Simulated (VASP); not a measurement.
Here is a VASP 6.6.1 calculation.

INCAR

```
PREC     = Accurate       # precision mode
ENCUT    = 520            # plane-wave cutoff, eV
EDIFF    = 1E-6           # SCF threshold, eV
ISMEAR   = 0              # smearing method
SIGMA    = 0.1            # smearing width, eV
LREAL    = F              # projectors in reciprocal space
LASPH    = T              # aspherical terms in the spheres
NELM     = 100            # most SCF steps
ALGO     = Fast           # electronic algorithm
ISIF     = 2              # what is computed and relaxed
LWAVE    = F              # write WAVECAR
LCHARG   = T              # write CHGCAR
GGA      = PS             # functional
LELF     = T              # ELF
LVHAR    = T            
NBANDS   = 12             # bands
```

Contents of KPOINTS:

```
Automatic mesh
0
Gamma
  14 14 14
```

POSCAR

```
Hg
1.0
    1.5671657246      0.9192521787      2.1484111272
   -1.7479303478      1.0001816000      2.2522111545
   -0.0202953768     -1.9504640387      2.2141846983
Hg
1
Direct
    0.0000000000      0.0000000000      0.0000000000
```

Potentials or basis: VASP PAW PBE potentials, release 64 (Hg).

The run is started by

```bash
$ cat potpaw_PBE.64/Hg/POTCAR > POTCAR
$ mpirun -np 1 vasp_std > vasp.out
```

Q: What does it give for the band gap on the k mesh?

A: None (metal or under the smearing width).

Q: Predict the pressure.

A: 7.6 GPa.

Stress tensor (GPa, compression positive):
```
6.73 0.80 2.14
0.80 6.57 0.52
2.14 0.52 9.47
```

Caveat: the PAW data sets were made with another functional, which shifts forces and pressure a little. The run has no spin-orbit coupling, so splittings on Hg are missing.
